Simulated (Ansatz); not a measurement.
Wanted: the native input for an Ansatz 0.2.0 run.

```yaml
Task: band structure
Functional: RPBE
Potentials_or_basis: all-electron LAPW, scalar-relativistic
Cutoff: 262 eV (chosen from the basis error)
Basis_error_allowed: 0.001 eV/atom
k_mesh: 11 × 11 × 11
Occupations: fermi-dirac, width 0.05 eV
Spin: no spin polarisation
```

The system is Ta.

```xyz
1
Lattice="-1.6513 1.6513 1.6513 1.6513 -1.6513 1.6513 1.6513 1.6513 -1.6513" Properties=species:S:1:pos:R:3 pbc="T T T"
Ta    0.0000    0.0000    0.0000
```

The input as run:

input.yaml

```yaml
crystal:
  lattice:
    - [-1.65128, 1.65128, 1.65128]
    - [1.65128, -1.65128, 1.65128]
    - [1.65128, 1.65128, -1.65128]
  atoms:
    - { symbol: Ta, position: [0.0, 0.0, 0.0] }
kpoints:
  mp_grid: { grid: [11, 11, 11] }
  band_path:
    path:
      - [0.0, 0.0, 0.0]
      - [0.5, -0.5, 0.5]
      - [0.0, 0.0, 0.5]
      - [0.0, 0.0, 0.0]
      - [0.25, 0.25, 0.25]
      - [0.5, -0.5, 0.5]
    npoints: 10
scf:
  occupations: { method: fermi_dirac, width: 0.05 }
hamiltonian:
  xc: rpbe
  pseudopotentials: { kind: all_electron, lapw: { basis_error: 0.001 } }
output:
  forces: true
  stress: true
  eigenvalues: true
```

Potentials or basis: all-electron LAPW, scalar-relativistic.

Command:

```sh
$ ansatz run input.yaml --threads 1 --pin off --max-ram 3072MiB --backend cpu --events-out ev --progress --plain --runs-dir out
```

It gave:

```yaml
Pressure: 6.1 GPa
Band_gap_along_the_path: none (metal or under the smearing width)
```

Caveat: spin-orbit coupling is left out, which moves the levels of the heavy elements.

Wall time 9.8 s on 1 thread of Arm Neoverse V1 (shared host), peak memory 0.27 GiB.
